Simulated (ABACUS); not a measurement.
# GaP (F-43m) in ABACUS: a series of runs, part 2 of 2

ABACUS 3.10.1.

### 3 Relaxation of cell and atoms, LDA

File run_abacus.py:

```python
"""ABACUS run from a structure file: ASE reads it, the script writes STRU, KPT and INPUT."""
import re
import subprocess
import spglib
from ase import Atoms
from ase.io import read
from ase.units import Bohr

atoms = read("GaP.cif")
cell, frac, numbers = spglib.standardize_cell((atoms.cell[:], atoms.get_scaled_positions(), atoms.numbers), to_primitive=True, symprec=1e-4)
atoms = Atoms(numbers=numbers, cell=cell, scaled_positions=frac, pbc=True)  # the primitive cell
atoms = atoms[(-atoms.numbers).argsort(kind="stable")]  # ABACUS lists atoms element by element
pseudo = {'Ga': 'Ga.upf', 'P': 'P.upf'}
orbital = {'Ga': 'Ga_confined-atom_8au_3s3p2d.orb', 'P': 'P_confined-atom_7au_2s2p1d.orb'}
magmoms = None
kmesh = [7, 7, 7]
params = {
    'suffix': 'GaP',
    'calculation': 'cell-relax',
    'basis_type': 'lcao',
    'pseudo_dir': './',
    'orbital_dir': './',
    'symmetry': 1,
    'dft_functional': 'pz',
    'ecutwfc': 114,
    'pseudo_rcut': 10,
    'nspin': 1,
    'nbands': 17,
    'ks_solver': 'genelpa',
    'smearing_method': 'fd',
    'smearing_sigma': 0.00367493,
    'scf_thr': 1e-07,
    'scf_nmax': 100,
    'mixing_type': 'broyden',
    'mixing_beta': 0.7,
    'cal_force': 1,
    'cal_stress': 1,
    'out_mul': 1,
    'relax_nmax': 60,
    'force_thr_ev': 0.01,
    'relax_method': 'cg',
    'out_stru': 1,
    'stress_thr': 0.5,
}

symbols = atoms.get_chemical_symbols()
elements = list(dict.fromkeys(symbols))
lines = ["ATOMIC_SPECIES"] + [f"{e} {atoms.get_masses()[symbols.index(e)]:.4f} {pseudo[e]}" for e in elements]
if orbital:
    lines += ["", "NUMERICAL_ORBITAL"] + [orbital[e] for e in elements]
lines += ["", "LATTICE_CONSTANT", f"{1 / Bohr:.10f}", "", "LATTICE_VECTORS"]
lines += [" ".join(f"{x:.10f}" for x in v) for v in atoms.cell]
lines += ["", "ATOMIC_POSITIONS", "Direct"]
for e in elements:
    lines += ["", e, "0.0", str(symbols.count(e))]
    for i, p in enumerate(atoms.get_scaled_positions(wrap=False)):
        if symbols[i] == e:
            mag = "" if magmoms is None else " mag " + " ".join(str(x) for x in (magmoms[i] if isinstance(magmoms[i], list) else [magmoms[i]]))
            lines.append(" ".join(f"{x:.10f}" for x in p) + " 1 1 1" + mag)
open("STRU", "w").write("\n".join(lines) + "\n")
open("KPT", "w").write("K_POINTS\n0\nGamma\n%d %d %d 0 0 0\n" % tuple(kmesh))
open("INPUT", "w").write("INPUT_PARAMETERS\n" + "".join(f"{k:<20s}{v}\n" for k, v in params.items()))

done = subprocess.run(['mpirun', '-np', '4', 'abacus'])
if done.returncode:
    raise SystemExit(done.returncode)
log = open("OUT.GaP/running_cell-relax.log").read()
print("final energy (eV):", re.findall(r"FINAL_ETOT_IS (\S+)", log))
```

File GaP.cif:

```cif
data_GaP
_cell_length_a 5.45050000
_cell_length_b 5.45050000
_cell_length_c 5.45050000
_cell_angle_alpha 90.00000000
_cell_angle_beta 90.00000000
_cell_angle_gamma 90.00000000
_space_group_name_H-M_alt 'F-43m'
_space_group_name_Hall 'F -4 2 3'
_space_group_IT_number 216
loop_
_space_group_symop_operation_xyz
'x,y,z'
'y,-x,-z'
'-x,-y,z'
'-y,x,-z'
'x,-y,-z'
'y,x,z'
'-x,y,-z'
'-y,-x,z'
'z,x,y'
'-z,y,-x'
'z,-x,-y'
'-z,-y,x'
'-z,x,-y'
'z,y,x'
'-z,-x,y'
'z,-y,-x'
'y,z,x'
'-x,-z,y'
'-y,z,-x'
'x,-z,-y'
'-y,-z,x'
'x,z,y'
'y,-z,-x'
'-x,z,-y'
'x,y+1/2,z+1/2'
'y,-x+1/2,-z+1/2'
'-x,-y+1/2,z+1/2'
'-y,x+1/2,-z+1/2'
'x,-y+1/2,-z+1/2'
'y,x+1/2,z+1/2'
'-x,y+1/2,-z+1/2'
'-y,-x+1/2,z+1/2'
'z,x+1/2,y+1/2'
'-z,y+1/2,-x+1/2'
'z,-x+1/2,-y+1/2'
'-z,-y+1/2,x+1/2'
'-z,x+1/2,-y+1/2'
'z,y+1/2,x+1/2'
'-z,-x+1/2,y+1/2'
'z,-y+1/2,-x+1/2'
'y,z+1/2,x+1/2'
'-x,-z+1/2,y+1/2'
'-y,z+1/2,-x+1/2'
'x,-z+1/2,-y+1/2'
'-y,-z+1/2,x+1/2'
'x,z+1/2,y+1/2'
'y,-z+1/2,-x+1/2'
'-x,z+1/2,-y+1/2'
'x+1/2,y,z+1/2'
'y+1/2,-x,-z+1/2'
'-x+1/2,-y,z+1/2'
'-y+1/2,x,-z+1/2'
'x+1/2,-y,-z+1/2'
'y+1/2,x,z+1/2'
'-x+1/2,y,-z+1/2'
'-y+1/2,-x,z+1/2'
'z+1/2,x,y+1/2'
'-z+1/2,y,-x+1/2'
'z+1/2,-x,-y+1/2'
'-z+1/2,-y,x+1/2'
'-z+1/2,x,-y+1/2'
'z+1/2,y,x+1/2'
'-z+1/2,-x,y+1/2'
'z+1/2,-y,-x+1/2'
'y+1/2,z,x+1/2'
'-x+1/2,-z,y+1/2'
'-y+1/2,z,-x+1/2'
'x+1/2,-z,-y+1/2'
'-y+1/2,-z,x+1/2'
'x+1/2,z,y+1/2'
'y+1/2,-z,-x+1/2'
'-x+1/2,z,-y+1/2'
'x+1/2,y+1/2,z'
'y+1/2,-x+1/2,-z'
'-x+1/2,-y+1/2,z'
'-y+1/2,x+1/2,-z'
'x+1/2,-y+1/2,-z'
'y+1/2,x+1/2,z'
'-x+1/2,y+1/2,-z'
'-y+1/2,-x+1/2,z'
'z+1/2,x+1/2,y'
'-z+1/2,y+1/2,-x'
'z+1/2,-x+1/2,-y'
'-z+1/2,-y+1/2,x'
'-z+1/2,x+1/2,-y'
'z+1/2,y+1/2,x'
'-z+1/2,-x+1/2,y'
'z+1/2,-y+1/2,-x'
'y+1/2,z+1/2,x'
'-x+1/2,-z+1/2,y'
'-y+1/2,z+1/2,-x'
'x+1/2,-z+1/2,-y'
'-y+1/2,-z+1/2,x'
'x+1/2,z+1/2,y'
'y+1/2,-z+1/2,-x'
'-x+1/2,z+1/2,-y'
loop_
_atom_site_label
_atom_site_type_symbol
_atom_site_symmetry_multiplicity
_atom_site_Wyckoff_symbol
_atom_site_fract_x
_atom_site_fract_y
_atom_site_fract_z
_atom_site_occupancy
Ga1 Ga 4 a 0.0000000000 0.0000000000 0.0000000000 1
P1 P 4 c 0.2500000000 0.2500000000 0.2500000000 1
```

Potentials or basis: PseudoDojo NC SR 0.4.1 LDA stringent, DZP LCAO (the cutoffs set its grid).

The run is started by

```bash
> OMP_NUM_THREADS=1 python run_abacus.py > log
```

It took 11 s on 4 MPI ranks of Intel Xeon 6975P-C (Granite Rapids), shared host; peak memory 0.4 GiB.

The run converged. Its results:

```yaml
Free_energy: -6936.8840 eV
Relaxed_volume: 19.88 Å³/atom
Relaxed_cell: a = 3.831 Å, b = 3.831 Å, c = 3.831 Å, α = 60.00°, β = 60.00°, γ = 60.00°
Space_group_after_relaxing_to_0.05_Å: F-43m (No. 216)
Energy_gained_by_relaxing: 2.0 meV/atom
Ionic_steps: 3
Pressure_after_relaxing: 0.0 GPa
Mulliken_charges: Ga -0.20; P +0.20 e
```

Step by step:
```tsv
step	energy change (eV)	largest force (eV/Å)	pressure (GPa)	volume (Å³)
1	0.0000	0.0000	-1.53	40.48
2	-0.0021	0.0000	1.05	39.32
3	-0.0040	0.0000	0.03	39.76
```

Final structure:
```cif
data_structure
_symmetry_space_group_name_H-M 'P 1'
_symmetry_Int_Tables_number 1
_cell_length_a 3.8310
_cell_length_b 3.8310
_cell_length_c 3.8310
_cell_angle_alpha 60.000
_cell_angle_beta 60.000
_cell_angle_gamma 60.000
_cell_volume 39.76
loop_
_atom_site_label
_atom_site_type_symbol
_atom_site_fract_x
_atom_site_fract_y
_atom_site_fract_z
_atom_site_occupancy
Ga1 Ga 0.00000 0.00000 0.00000 1
P1 P 0.25000 0.25000 0.25000 1
```

Caveat: the atomic orbitals were generated for these runs and aren't a published set; Mulliken charges move with the basis; the basis of atomic orbitals isn't converged, which shifts pressures, moduli and gaps. Zero-point motion and thermal expansion aren't in these numbers.

### 4 Single point, MS2

File INPUT:

```
INPUT_PARAMETERS
suffix              GaP
calculation         scf
basis_type          pw
pseudo_dir          ./
symmetry            1
dft_functional      MGGA_X_MS2+GGA_C_REGTPSS
ecutwfc             94
pseudo_rcut         10
nspin               1
nbands              19
ks_solver           dav
smearing_method     fd
smearing_sigma      0.00367493
scf_thr             1e-08
scf_nmax            100
mixing_type         broyden
mixing_beta         0.7
cal_force           1
cal_stress          1
mixing_tau          1
out_chg             1
kpar                4
```

File STRU:

```
ATOMIC_SPECIES
Ga 69.7230 Ga_ONCV_PBE-1.2.upf
P 30.9738 P_ONCV_PBE-1.2.upf

LATTICE_CONSTANT
1.8897261246

LATTICE_VECTORS
0.0000000000 2.7252500000 2.7252500000
2.7252500000 0.0000000000 2.7252500000
2.7252500000 2.7252500000 0.0000000000

ATOMIC_POSITIONS
Direct

Ga
0.0
1
0.0000000000 0.0000000000 0.0000000000 1 1 1

P
0.0
1
0.7500000000 0.7500000000 0.7500000000 1 1 1
```

File KPT:

```
K_POINTS
0
Gamma
5 5 5 0 0 0
```

Potentials or basis: SG15 ONCV 1.2 PBE, plane waves.

The run is started by

```bash
> OMP_NUM_THREADS=1 mpirun -np 4 abacus > log
```

running log:

```text
ABACUS v3.10.1

               Atomic-orbital Based Ab-initio Computation at UStc

 ------------------------------------------------------------------------------------

 READING GENERAL INFORMATION
                           global_out_dir = OUT.GaP/
                           global_in_card = INPUT
                               pseudo_dir = ./
                              orbital_dir =
                                    DSIZE = 4
                                    GSIZE = 1

 READING UNITCELL INFORMATION
                                    ntype = 2
                  lattice constant (Bohr) = 1.88973
              lattice constant (Angstrom) = 1

 READING ATOM TYPE 1
                               atom label = Ga
                      L=0, number of zeta = 1
                      L=1, number of zeta = 1
                      L=2, number of zeta = 1
             number of atom for this type = 1

 READING ATOM TYPE 2
                               atom label = P
                      L=0, number of zeta = 1
                      L=1, number of zeta = 1
                      L=2, number of zeta = 1
             number of atom for this type = 1

                        TOTAL ATOM NUMBER = 2
DIRECT COORDINATES
    atom                   x                   y                   z     mag                  vx                  vy                  vz
taud_Ga1            0.0000000000        0.0000000000        0.0000000000  0.0000        0.0000000000        0.0000000000        0.0000000000
taud_P1            0.7500000000        0.7500000000        0.7500000000  0.0000        0.0000000000        0.0000000000        0.0000000000

                          Volume (Bohr^3) = 273.178
                             Volume (A^3) = 40.4807

 Lattice vectors: (Cartesian coordinate: in unit of a_0)
                   +0            +2.72525            +2.72525
             +2.72525                  +0            +2.72525
             +2.72525            +2.72525                  +0
 Reciprocal vectors: (Cartesian coordinate: in unit of 2 pi/a_0)
            -0.183469           +0.183469           +0.183469
            +0.183469           -0.183469           +0.183469
            +0.183469           +0.183469           -0.183469
 The esolver type has been set to : ksdft_pw
[... 200 lines left out ...]
 SELF-CONSISTENT
 -------------------------------------------
                                 init_chg = atomic

 PW ALGORITHM --------------- ION=   1  ELEC=   1--------------------------------
 Notice: Threshold on eigenvalues was too large.
 hsover_error=0.18 > DRHO=0.138547
 Origin diag ethr = 0.01
 New diag ethr = 0.000769705

 Density error is 0.108771997407
                          Error Threshold = 0.000769705234521
----------------------------------------------------------
     Energy           Rydberg                 eV
----------------------------------------------------------
 E_KohnSham     -142.3303342762      -1936.5035444004
 E_Harris       -143.5626610467      -1953.2702102775
 E_Fermi        0.7953537525         10.8213429596
----------------------------------------------------------
[... 99 lines left out ...]
 Density error is 2.58584736664e-09
                          Error Threshold = 2.51918241422e-10
----------------------------------------------------------
     Energy           Rydberg                 eV
----------------------------------------------------------
 E_KohnSham     -142.5877845138      -1940.0063345835
 E_KS(sigma->0) -142.5877845138      -1940.0063345835
 E_Harris       -142.5872072322      -1939.9984802653
 E_band         -1.1492870089        -15.6368519585
 E_one_elec     -77.4655722578       -1053.9731815368
 E_Hartree      50.8271553161        691.5389254305
 E_xc           -19.4717436840       -264.9266640983
 E_Ewald        -96.4776238881       -1312.6454143789
 E_entropy(-TS) -0.0000000000        -0.0000000001
 E_descf        0.0000000000         0.0000000000
 E_exx          0.0000000000         0.0000000000
 E_Fermi        0.7621671192         10.3698156497
----------------------------------------------------------

 charge density convergence is achieved
 final etot is -1940.0063346 eV
 EFERMI = 10.36981565 eV

 STATE ENERGY(eV) AND OCCUPATIONS    NSPIN == 1
 1/3 kpoint (Cartesian) = 0.0000 0.0000 0.0000 (4279 pws)
       1       -4.72416      0.0160000
       2       -4.72416      0.0160000
       3       -4.72416      0.0160000
       4       -4.60868      0.0160000
       5       -4.60868      0.0160000
       6       -4.14663      0.0160000
[... 53 lines left out ...]
      18        25.7546        0.00000
      19        25.7546        0.00000

------------------------------------------------------------------------------------------
 TOTAL-FORCE (eV/Angstrom)
------------------------------------------------------------------------------------------
                       Ga1         0.0000000000         0.0000000000         0.0000000000
                        P1         0.0000000000         0.0000000000         0.0000000000
------------------------------------------------------------------------------------------

----------------------------------------------------------------
 TOTAL-STRESS (KBAR)
----------------------------------------------------------------
       414.6941005474         0.0000000000         0.0000000000
         0.0000000000       414.6941005474        -0.0000000000
         0.0000000000        -0.0000000000       414.6941005474
----------------------------------------------------------------
 TOTAL-PRESSURE: 414.694101 KBAR

 --------------------------------------------
 !FINAL_ETOT_IS -1940.0063345835101245 eV
 --------------------------------------------
```

Wall time 9.6 s (4 MPI ranks of AMD EPYC 9R45 (Zen 5), shared host); peak memory 0.4 GiB.

The run converged, but a check on its numbers failed (symmetry, net force, bounds or a known fault of this set-up), so they aren't taken as properties of the crystal.

Caveat: a pressure of tens of GPa on the cell as given is suspect, and the run, the potentials or the cell itself is likely at fault; the potentials were made for another functional, which shifts forces and pressure; an odd mesh through Γ misses points on the zone boundary, where band edges often lie.

### 5 Single point, BP86

run_abacus.py, as its differences from that of step 3:

```diff
@@ -3,4 +3,2 @@
 import subprocess
-import spglib
-from ase import Atoms
 from ase.io import read
@@ -8,26 +6,23 @@
 
-atoms = read("GaP.cif")
-cell, frac, numbers = spglib.standardize_cell((atoms.cell[:], atoms.get_scaled_positions(), atoms.numbers), to_primitive=True, symprec=1e-4)
-atoms = Atoms(numbers=numbers, cell=cell, scaled_positions=frac, pbc=True)  # the primitive cell
+atoms = read("POSCAR")
 atoms = atoms[(-atoms.numbers).argsort(kind="stable")]  # ABACUS lists atoms element by element
 pseudo = {'Ga': 'Ga.upf', 'P': 'P.upf'}
-orbital = {'Ga': 'Ga_confined-atom_8au_3s3p2d.orb', 'P': 'P_confined-atom_7au_2s2p1d.orb'}
+orbital = {}
 magmoms = None
-kmesh = [7, 7, 7]
+kmesh = [6, 6, 6]
 params = {
     'suffix': 'GaP',
-    'calculation': 'cell-relax',
-    'basis_type': 'lcao',
+    'calculation': 'scf',
+    'basis_type': 'pw',
     'pseudo_dir': './',
-    'orbital_dir': './',
     'symmetry': 1,
-    'dft_functional': 'pz',
-    'ecutwfc': 114,
+    'dft_functional': 'GGA_X_B88+GGA_C_P86',
+    'ecutwfc': 81,
     'pseudo_rcut': 10,
     'nspin': 1,
-    'nbands': 17,
-    'ks_solver': 'genelpa',
+    'nbands': 19,
+    'ks_solver': 'dav',
     'smearing_method': 'fd',
     'smearing_sigma': 0.00367493,
-    'scf_thr': 1e-07,
+    'scf_thr': 1e-08,
     'scf_nmax': 100,
@@ -37,8 +32,4 @@
     'cal_stress': 1,
-    'out_mul': 1,
-    'relax_nmax': 60,
-    'force_thr_ev': 0.01,
-    'relax_method': 'cg',
-    'out_stru': 1,
-    'stress_thr': 0.5,
+    'out_chg': 1,
+    'kpar': 4,
 }
@@ -66,3 +57,3 @@
     raise SystemExit(done.returncode)
-log = open("OUT.GaP/running_cell-relax.log").read()
+log = open("OUT.GaP/running_scf.log").read()
 print("final energy (eV):", re.findall(r"FINAL_ETOT_IS (\S+)", log))
```

File POSCAR:

```
GaP
1.0
    0.0000000000      2.7252500000      2.7252500000
    2.7252500000      0.0000000000      2.7252500000
    2.7252500000      2.7252500000      0.0000000000
Ga P
1 1
Direct
    0.0000000000      0.0000000000      0.0000000000
    0.7500000000      0.7500000000      0.7500000000
```

Potentials or basis: PseudoDojo NC SR 0.5 PBE standard, plane waves.

The run is started by

```bash
> OMP_NUM_THREADS=1 python run_abacus.py > log
```

Run time: 2.6 s. Hardware: 4 MPI ranks of AMD EPYC 9R45 (Zen 5), shared host; peak memory 0.36 GiB.

The run converged. Its results:

* Free energy: -2273.2221 eV
* Pressure: 3.2 GPa
* Band gap on the k mesh: 1.64 eV, indirect (least direct gap 1.77 eV)

Levels at points of the mesh, in eV from the valence-band top:
```tsv
k point	band 7	band 8	band 9	band 10	band 11	band 12
(0.00, 0.00, 0.00)	0.00	0.00	0.00	1.77	3.88	3.88
(0.50, 0.50, 0.50)	-6.64	-1.12	-1.12	1.64	4.72	4.72
(0.50, 0.50, 0.00)	-6.78	-2.68	-2.68	1.67	1.83	10.55
```

Caveat: the potentials were made for another functional, which shifts forces and pressure.

### 6 Overview

```csv
task,level,potentials or basis,cell,k mesh,cutoff (eV),SCF threshold on the density,eigensolver,max steps of the relaxation,force threshold,optimiser,gap on the mesh (eV),pressure (GPa)
single point,LDA,"PseudoDojo NC SR 0.4.1 LDA stringent, DZP LCAO (the cutoffs set its grid)",as given,7 × 7 × 7,1551,1e-07,genelpa,-,-,-,1.46,-1.5
relaxation of cell and atoms,LDA,"PseudoDojo NC SR 0.4.1 LDA stringent, DZP LCAO (the cutoffs set its grid)",relaxed,7 × 7 × 7,1551,1e-07,genelpa,60,0.01 eV/Å,cg,-,0.0
single point,BP86,"PseudoDojo NC SR 0.5 PBE standard, plane waves",as given,6 × 6 × 6,1102,1e-08,dav,-,-,-,1.64,3.2
```

Alike in all rows: no spin polarisation; smearing fermi-dirac 0.05 eV.

Caveats: the atomic orbitals were generated for these runs and aren't a published set (some runs); the basis of atomic orbitals isn't converged, which shifts pressures, moduli and gaps (some runs); an odd mesh through Γ misses points on the zone boundary, where band edges often lie (some runs); the potentials were made for another functional, which shifts forces and pressure (some runs).

Total energies depend on the potentials used, so only differences within one code and one set of settings carry meaning.

### 7 Against experiment

Step 2. The gap isn't set beside the deposited one, since this odd mesh misses points on the zone boundary.

Step 5. Measured gap of GaP: 2.34 eV (indirect; 10 K; quoted in “Stacking defects in GaP nanowires: Electronic structure and optical properties”, 2018, arxiv:1810.01194). This calculation gives 1.64 eV (-0.70 eV). Spin-orbit coupling on Ga is left out. The value is that of BP86 on a finite k mesh, which can miss the band edges, without temperature or zero-point motion.
